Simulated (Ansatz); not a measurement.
Calculated with Ansatz (gas phase, PBE0-D4/def2-TZVP geometries, no zero-point term in ΔE). CCSD(T)/CBS is the MP2 limit (def2-TZVPP, def2-QZVPP) plus CCSD(T) − MP2 in def2-TZVPP, frozen cores. One conformer a species, not always the lowest.

Consider the ligand exchange at the Si–C bond: `F[C@H]1O[C@H]1[SiH3]` + `NC(N)=O` → `NC(=O)N[SiH3]` + `FC1CO1`.

| species | HF/CBS(def2) energy (Eh) |
| --- | --- |
| `F[C@H]1O[C@H]1[SiH3]` | -541.96353 |
| `NC(N)=O` | -224.10303 |
| `NC(=O)N[SiH3]` | -514.24429 |
| `FC1CO1` | -251.85007 |

Problem. Work out ΔE.

Solution. ΔE = (-514.24429) + (-251.85007) − (-541.96353) − (-224.10303) = -0.02780 Eh = -73.0 kJ/mol. CCSD(T)/CBS gives -63.4 kJ/mol.

Largest T1 diagnostic among the species: 0.014.

In def2-TZVPP, CCSD(T) changes the Hartree–Fock value by +8.2 kJ/mol (the triples alone add +1.3 kJ/mol) and MP2 by +6.1 kJ/mol. From PBE to PBE0 (25 % exact exchange), in def2-TZVPP and without D4, ΔE moves by −4.8 kJ/mol.
